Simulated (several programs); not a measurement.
# AgInTe2 (ordering on zincblende) from semi-empirical methods to plane-wave DFT

Measured values to be reproduced:
- volume: 32.97 Å³ an atom (from the lattice constants; a from Rietveld refinement; “NMR study of AgInTe2 at normal and high pressure”; 2022; arxiv:2201.13116)

AgInTe2, ordered on the zincblende lattice (I-42d) with 8 atoms a cell, relaxed with r2SCAN in Ansatz, was computed with several methods. It is tetragonal, I-42d (No. 122); a = 6.514 Å, c = 12.851 Å in the conventional setting, 34.09 Å³ an atom. Ag has 4 Te at 2.80 Å; Te has 2 Ag at 2.80 Å and 2 In at 2.82 Å; In has 4 Te at 2.82 Å. (Calculated; spin-unpolarised; the phase may be known or hypothetical.)

```cif
data_structure
_symmetry_space_group_name_H-M 'I-42d'
_symmetry_Int_Tables_number 122
_cell_length_a 6.5144
_cell_length_b 6.5144
_cell_length_c 12.8514
_cell_angle_alpha 90.000
_cell_angle_beta 90.000
_cell_angle_gamma 90.000
_cell_volume 545.38
loop_
_atom_site_label
_atom_site_type_symbol
_atom_site_symmetry_multiplicity
_atom_site_Wyckoff_symbol
_atom_site_fract_x
_atom_site_fract_y
_atom_site_fract_z
_atom_site_occupancy
Ag1 Ag 4 a 0.00000 0.00000 0.00000 1
Te1 Te 8 d 0.24695 0.25000 0.12500 1
In1 In 4 b 0.50000 0.50000 0.00000 1
```

Gaps and times are for a single point on this cell; volume and bulk modulus come from each method's own relaxation or energy curve at fixed shape, which is too stiff where a cell has free coordinates or axes. Times are rough, from shared hosts (Arm Neoverse V1; Arm Neoverse V2), and each method has its own mesh and cell size. A double dagger marks a value from a curve with shape and coordinates held. A star marks a curve whose lowest point is an end point. PM6 (MOPAC), PM7 (MOPAC), GFN2-xTB (tblite) treat a cluster of cells at its zone centre, which samples few k points: where these miss a band edge, the gap comes out too large for that reason alone. Gaps from k meshes are read at a limited set of points (mesh, symmetry points, PBE's band edges), so each method's own least gap may be somewhat smaller. xTB and the PM methods were fitted mostly to molecules, and can miss a solid's gap by electronvolts. Minimal bases can be far off for gaps. Times of the plane-wave ladder aren't listed, since it ran on unlike processors and cards. d marks a direct gap, i an indirect one (no mark: not told apart), a dash a value that wasn't computed or didn't pass its checks.

```json
{"method": "PBEsol", "kind": "semilocal", "gap (eV)": "–", "own volume (Å³/atom)": "33.01", "bulk modulus (GPa)": "–", "atoms computed": "8", "processor time": "–"}
{"method": "PM7 (MOPAC)", "kind": "semi-empirical", "gap (eV)": "8.81", "own volume (Å³/atom)": "–", "bulk modulus (GPa)": "–", "atoms computed": "cluster", "processor time": "3 s"}
{"method": "GFN2-xTB (tblite)", "kind": "tight binding", "gap (eV)": "0.69", "own volume (Å³/atom)": "36.00‡", "bulk modulus (GPa)": "40‡", "atoms computed": "cluster", "processor time": "5.7 s"}
{"method": "light PBE (260 eV and a coarse mesh)", "kind": "light plane-wave", "gap (eV)": "0.13 d", "own volume (Å³/atom)": "–", "bulk modulus (GPa)": "–", "atoms computed": "8", "processor time": "8.7 s"}
{"method": "PM6 (MOPAC)", "kind": "semi-empirical", "gap (eV)": "4.33", "own volume (Å³/atom)": "–", "bulk modulus (GPa)": "–", "atoms computed": "cluster", "processor time": "12 s"}
{"method": "PBE/SZV (CP2K)", "kind": "small basis", "gap (eV)": "0.11 d", "own volume (Å³/atom)": "37.72*‡", "bulk modulus (GPa)": "34*‡", "atoms computed": "8", "processor time": "28 s"}
{"method": "LDA", "kind": "semilocal", "gap (eV)": "0.06 d", "own volume (Å³/atom)": "31.88", "bulk modulus (GPa)": "–", "atoms computed": "8", "processor time": "–"}
{"method": "PBE", "kind": "semilocal", "gap (eV)": "0.15 d", "own volume (Å³/atom)": "35.07", "bulk modulus (GPa)": "37‡", "atoms computed": "8", "processor time": "–"}
{"method": "PBE/DZVP (CP2K)", "kind": "small basis", "gap (eV)": "0.14 d", "own volume (Å³/atom)": "35.66‡", "bulk modulus (GPa)": "37‡", "atoms computed": "8", "processor time": "85 s"}
{"method": "r2SCAN", "kind": "semilocal", "gap (eV)": "0.55 d", "own volume (Å³/atom)": "34.09", "bulk modulus (GPa)": "43‡", "atoms computed": "8", "processor time": "–"}
{"method": "HSE06", "kind": "hybrid", "gap (eV)": "0.96 d", "own volume (Å³/atom)": "–", "bulk modulus (GPa)": "–", "atoms computed": "8", "processor time": "–"}
{"method": "PBE0", "kind": "hybrid", "gap (eV)": "1.53 d", "own volume (Å³/atom)": "–", "bulk modulus (GPa)": "–", "atoms computed": "8", "processor time": "–"}
```

Against HSE06 (0.96 eV) and with closed or daggered gaps left aside, the nearest gap at the points sampled is that of GFN2-xTB (tblite) (-0.27 eV) and the farthest that of PM7 (MOPAC) (+7.85 eV). HSE06 is only a yardstick of convenience, and nearness to it can be luck.

Volumes against r2SCAN's: PBEsol -3.1 %, LDA -6.5 %, PBE +2.9 %.

Runs without a result: GFN1-xTB (tblite) (single point), GLLB-SC (GPAW) (single point, out of time).

Comparison with experiment:
- Volume, measured 32.97 Å³ an atom: PBEsol +0.1 %, LDA -3.3 %, PBE +6.4 %, r2SCAN +3.4 %.
The calculations are for a static lattice; samples hold vibrations, temperature and, in optical gaps, excitons. A measured value is shown where most reports agree with it, and only for the quantities listed.

No spin-orbit coupling is included; it can move band edges with weight on the heavy atoms by tenths of an eV.
